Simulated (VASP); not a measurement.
# Rh: kinetic-energy density

Rh, Fm-3m (no. 225), 1 atom in the cell. PBE; PAW potentials Rh_pv (PBE set).

## Input

INCAR:
```
SYSTEM = Rh
PREC = Accurate ; ENCUT = 520
EDIFF = 1E-7 ; ISMEAR = 1
SIGMA = 0.1 ; LREAL = .FALSE.
LASPH = .TRUE. ; ALGO = Normal
NELM = 100 ; ISIF = 2
LWAVE = .FALSE. ; LCHARG = .TRUE.
LTAU = .TRUE.
```

KPOINTS:
```
k-points
0
Gamma
  10 10 10
```

POSCAR:
```
Rh
1.0
    0.0000000000      1.8978500000      1.8978500000
    1.8978500000      0.0000000000      1.8978500000
    1.8978500000      1.8978500000      0.0000000000
Rh
1
Direct
    0.0000000000      0.0000000000      0.0000000000
```

Commands:
```
cat potpaw_PBE.64/Rh_pv/POTCAR > POTCAR
mpirun -np 1 vasp_std > vasp.out
```

## Result

- Kinetic energy of the pseudo orbitals (eV): 338.27

VASP 6.6.1 took 5.4 s on 1 core (Intel Xeon Platinum 8488C (Sapphire Rapids)), a shared host.
